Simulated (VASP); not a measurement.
Crystal: Fe.

```
Fe
1.0
     0.00000    1.94174    1.96511
     1.49844    0.00000    1.96511
     1.49844    1.94174    0.00000
Fe
1
Direct
  0.00000 0.00000 0.00000
```

- Program: VASP 6.6.1
- Task: relaxation of cell and atoms
- Functional: r2SCAN
- Potentials or basis: VASP PAW PBE potentials, release 64 (Fe)
- Cutoff: 600 eV
- k mesh: 8 × 8 × 8
- Occupations: gaussian, width 0.1 eV
- Spin: collinear spin, typed start
- Starting moments: [3.07] μB

At the start: pressure 6.3 GPa; volume 11.44 Å³/atom.

**Question.** How do energy, volume and symmetry change on relaxing?

**Answer.** Over 6 steps the energy falls by 11.6 meV/atom and the volume is 11.79 Å³/atom (+3.1 %); space group I4/mmm (No. 139, to 0.05 Å); moment 2.67 μB per cell.

Step by step:
```tsv
step	energy change (eV)	largest force (eV/Å)	pressure (GPa)	volume (Å³)
1	0.0000	0.0000	6.35	11.44
2	-0.0027	0.0000	-5.13	12.20
3	-0.0086	0.0000	-0.76	11.83
4	-0.0108	0.0000	-0.49	11.81
5	-0.0116	0.0000	-0.22	11.79
6	-0.0116	0.0000	-0.17	11.79
```

Final structure:
```
CELL_PARAMETERS angstrom
0.00000 2.00186 1.99280
1.47794 0.00000 1.99280
1.47794 2.00186 0.00000
ATOMIC_POSITIONS crystal
Fe 0.00000 0.00000 0.00000
```

Caveat: the k mesh is coarse (spacing up to 0.39 Å⁻¹), so the values aren't converged; the PAW data sets were made with another functional, which shifts forces and pressure a little.
